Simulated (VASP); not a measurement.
# H18CO10: single point with r2SCAN+D3(BJ)

Crystal: H18CO10.

```xyz
29
Lattice="6.7166 0.0000 0.0000 0.0000 6.7166 0.0000 0.0000 0.0000 6.7166" Properties=species:S:1:pos:R:3 pbc="T T T"
O     3.6952    5.5135    6.0679
O     0.8802    3.3449    0.3565
O     2.8911    1.5608    2.9428
O     6.0610    2.3776    2.3372
O     5.8902    0.3599    4.4324
O     2.4693    1.4253    5.7473
O     6.2420    3.9143    4.8395
O     3.8576    3.0317    0.7753
O     0.6589    5.5785    2.7619
O     0.0482    6.8080    0.9601
H     3.1310    6.2892    5.9663
H     4.4818    5.7314    5.5948
H     0.2054    3.5004   -0.2908
H     1.5161    2.6507   -0.0698
H     3.5743    0.9051    2.7774
H     3.0771    2.2123    2.1997
H     6.7080    2.8308    1.7454
H     6.1331    1.5034    1.8917
H     6.0302    1.2547    4.1172
H     6.4651    0.2458    5.2023
H     3.1942    1.9505    6.0939
H     2.6211    1.5413    4.7814
H     5.6075    3.6380    4.1758
H     7.1116    4.0554    4.4090
H     4.7191    2.9620    1.2626
H     3.8257    3.9232    0.3944
H    -0.0068    6.1514    3.2873
H     1.7088    5.6373    1.0533
C     0.8212    6.0529    1.5504
```

The cell was built by a generator and needn't be a form met in nature.

* Program: VASP 6.6.1
* Task: single point
* Functional: r2SCAN
* Dispersion: D3(BJ)
* Potentials or basis: VASP PAW PBE potentials, release 64 (O, H, C)
* Cutoff: 520 eV
* k mesh: 1 × 1 × 1
* Occupations: fermi-dirac, width 0.02 eV
* Spin: no spin polarisation
* Dipole correction: no
* Further INCAR settings: LREAL = Auto; ALGO = Normal; EDIFF = 1e-06; NBANDS = 61

```yaml
Pressure: -0.7 GPa
Largest_force: 2.651 eV/Å
Band_gap_on_the_k_mesh: 5.42 eV, direct
Dispersion_energy_per_atom: -0.018 eV
```

Forces in eV/Å, atoms in the order of the input:
```
O   -0.813 -0.740  0.656
O    2.184 -1.432  0.455
O    0.263  0.706 -0.822
O   -0.153 -0.296 -0.371
O    0.050 -0.748 -0.060
O   -0.172 -0.193 -0.995
O    0.652  0.400  0.452
O    0.622 -0.253  0.391
O   -0.319  0.670  0.735
O    0.195 -0.071  0.439
H   -0.229  0.457  0.050
H    1.103  0.244 -0.620
H   -0.837  0.106 -1.076
H   -1.543  1.236  0.723
H    0.111 -0.340  0.152
H   -0.434 -0.411  0.785
H    0.427  0.481  0.009
H   -0.186 -0.248  0.203
H    0.108  0.698 -0.249
H    0.025  0.131  0.291
H    0.726  0.307  0.975
H   -0.466 -0.157 -0.070
H    0.154 -0.133 -0.482
H   -0.898 -0.205 -0.104
H   -0.395 -0.109 -0.192
H   -0.216  0.435 -0.172
H    0.171 -0.448 -0.172
H   -0.085  0.007  0.150
C   -0.044 -0.094 -1.082
```

Stress tensor (GPa, compression positive):
```
-0.46  0.76  0.93
 0.76 -0.63 -0.24
 0.93 -0.24 -0.95
```

Levels at points of the mesh, in eV from the valence-band top:
```tsv
k point	band 39	band 40	band 41	band 42	band 43	band 44
(0.00, 0.00, 0.00)	-0.47	-0.33	0.00	5.42	5.91	8.24
```

Wall time 86 s on 1 thread of AMD EPYC 9R45 (Zen 5) (shared host), peak memory 0.32 GiB.

Caveat: the standard files for N, O and F lose accuracy on very short bonds; the PAW data sets were made with another functional, which shifts forces and pressure a little. r2SCAN opens gaps a little over a GGA but as a rule still falls short of measured ones.
